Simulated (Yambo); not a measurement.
# BeS in Yambo: convergence with bands in self energy

Crystal: BeS.

```
S Be
1.0
     0.00000    2.42500    2.42500
     2.42500    0.00000    2.42500
     2.42500    2.42500    0.00000
S Be
1 1
Cartesian
  3.6375 3.6375 3.6375
  0.0000 0.0000 0.0000
```

```yaml
Program: Yambo 5.3.0
Task: G0W0 quasiparticle levels
Functional: PBEsol
Potentials_or_basis: PseudoDojo 0.4.1 SR PBEsol standard
Cutoff: 1197 eV
Density_cutoff: 4789 eV
k_mesh: 6 × 6 × 6
Occupations: fixed
Spin: no spin polarisation
k_mesh_of_the_self-consistent_run: 10 × 10 × 10
Random_integration_of_the_Coulomb_term: yes
Direction_of_the_field_or_of_q_to_0: x + y + z
Broadening: 0.1 eV
States_corrected: Γ and the k points of the band edges
Frequency_dependence_of_W: plasmon pole
Terminator_of_the_band_sum_in_the_self-energy: none
Quasiparticle_equation: linearised (Newton)
Imaginary_frequency_of_the_plasmon-pole_fit: 27.2114 eV
Bands_in_the_response: 155
Bands_in_the_self-energy: 25
Cutoff_of_the_response_matrix: 5 Ry
Cutoff_of_exchange_and_Vxc: 88 Ry
Bands_corrected_first_last: "[5, 7]"
```

These are the settings of the first run; the series varies bands in self energy, with any setting tied to it.

```
bands in self energy  quasiparticle gap at the points computed (eV)
                  25                                          4.190
                  45                                          4.207
                  85                                          4.224
                 155                                          4.232
```

Against the tightest run, the quasiparticle gap at the points computed stays within 0.05 eV from 25 on. The tightest run that finished is the yardstick and may itself not be fully converged.

Caveat, for the tightest run too: this version prints the column dSc/dw multiplied by 27.2.
